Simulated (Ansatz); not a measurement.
## Li: the change of phonon entropy and phonon heat capacity with temperature

All results are calculated (Ansatz 0.2.0). Harmonic vibrational free energy, entropy and heat capacity at constant volume, per atom, from the force constants of a q mesh, imaginary modes left out; plane waves with PAW datasets, Gamma-centred k mesh.

Structure of every row (space group Cmcm, No. 63):
```
Li
1.0
     10.0006     0.0000     0.0000
      0.0000     3.0664     0.0000
      0.0000     0.0000     5.2895
Li
8
Direct
  0.25000 0.25000 0.58467
  0.25000 0.75000 0.08467
  0.75000 0.25000 0.91533
  0.75000 0.75000 0.41533
  0.00000 0.75000 0.75000
  0.50000 0.25000 0.25000
  0.50000 0.75000 0.75000
  1.00000 0.25000 0.25000
```

Settings of every row: functional PBE; dispersion none; spin none; wave cutoff 420 eV; k mesh 4x12x8; occupations fermi dirac; smearing width 0.15 eV; pressure 0 GPa; phonon method linear response; q mesh 1x2x1.

Limits: coarse q mesh; metal sensitive to the k mesh; structure snapped to symmetry; the cell comes from a prototype or a list of computed structures and needn't be the stable phase.

| row | temperature (K) | phonon entropy (kB/atom) | phonon heat capacity (kB/atom) | phonon free energy (meV/atom) |
| --- | --- | --- | --- | --- |
| 1 | 200 | 2.094 | 2.417 | 26.8 |
| 2 | 300 | 3.141 | 2.717 | 4 |
| 3 | 400 | 3.941 | 2.835 | -26.6 |
| 4 | 500 | 4.581 | 2.893 | -63.4 |
| 5 | 600 | 5.112 | 2.925 | -105.3 |
| 6 | 700 | ? | ? | ? |
| 7 | 800 | 5.958 | 2.957 | -201 |
| 8 | 900 | 6.307 | 2.966 | -253.9 |
| 9 | 1000 | 6.62 | 2.972 | -309.6 |

Question: what phonon entropy and phonon heat capacity should row 6 give?

Worked fit of phonon entropy. Entropy rises as the heat capacity times the change of ln T, so take t = ln(T / 300 K). The shown rows have t = -0.4055, 0, 0.2877, 0.5108, 0.6931, 0.9808, 1.0986, 1.204. Least squares give phonon entropy = 3.1564 + 2.70168 × t + 0.15145 × t² kB/atom; a straight line predicts inner rows, each left out in turn, worse (root mean square 0.037 against 0.012 kB/atom). The rows lie off it by 0.008, -0.015, -0.005, 0.005, 0.010, 0.006, 0.000, -0.009 (root mean square 0.0083 kB/atom), a smooth pattern that one more power would take up: the form is only approximate. The slope at t = 0, 2.7 kB/atom, estimates the heat capacity at 300 K. The withheld row has t = 0.8473, so the fit gives 3.1564 + 2.70168 × (0.8473) + 0.15145 × (0.8473)² = 5.554 kB/atom.

The calculation gave 5.564 kB/atom. The fit lies 0.010 kB/atom (0.22 % of the column's range) below it; its largest miss of a shown row is 0.015 kB/atom.

Worked fit of phonon heat capacity. At high temperature a harmonic heat capacity falls short of its limit by a term in 1/T², so take t = (100 K / T)². The shown rows have t = 0.25, 0.11111, 0.0625, 0.04, 0.02778, 0.01562, 0.01235, 0.01. Least squares give phonon heat capacity = 2.999 − 2.712 × t + 1.536 × t² kB/atom; a straight line predicts inner rows, each left out in turn, worse (root mean square 0.009 against 0.0005 kB/atom). All shown rows lie on it to the printed digit. The constant, 2.999 kB/atom, is to be held against the harmonic limit of 3 k_B an atom. The withheld row has t = 0.02041, so the fit gives 2.999 − 2.712 × (0.02041) + 1.536 × (0.02041)² = 2.944 kB/atom.

The calculation gave 2.945 kB/atom. The fit lies 0.001 kB/atom (0.18 % of the column's range) below it, one unit of the last digit.

The other values of row 6: phonon free energy -151.3 meV/atom.
